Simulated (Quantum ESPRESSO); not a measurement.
Runs of Quantum ESPRESSO 7.5 on KTaO3. The structure is cubic, space group Pm-3m (No. 221). The conventional cell has a = 3.988 Å, b = 3.988 Å, c = 3.988 Å, α = 90.00°, β = 90.00°, γ = 90.00°. Ta (site symmetry m-3m) has 6 O at 1.99 Å as nearest neighbours. K (site symmetry m-3m) is surrounded by 12 O at 2.82 Å. O (site symmetry 4/mmm) has 2 Ta at 1.99 Å as nearest neighbours. 

```tsv
level	potentials or basis	form of the LDA correlation	pressure (GPa)
BLYP	GBRV 1.5 PBE	-	11.0
LDA	GBRV 1.5 LDA	PZ81	-5.1
PBEsol	GBRV 1.5 PBEsol	-	(a)
WC	GBRV 1.5 PBE	-	0.8
PBE	GBRV 1.5 PBE	-	(b)
AM05	GBRV 1.5 PBE	-	1.3
```

Alike in all rows: task dielectric tensor; no spin polarisation; cell as given; k mesh 6 × 6 × 6, shifted; cutoff (eV) 762; smearing fermi-dirac 0.05 eV.

Problem. Fill in the values left out.

Solution. (a) -0.1; (b) 5.8.

Caveats: the potentials were made for another functional, which shifts forces and pressure (some runs); the cell is more than 3 GPa from zero pressure, which shifts response properties (some runs).
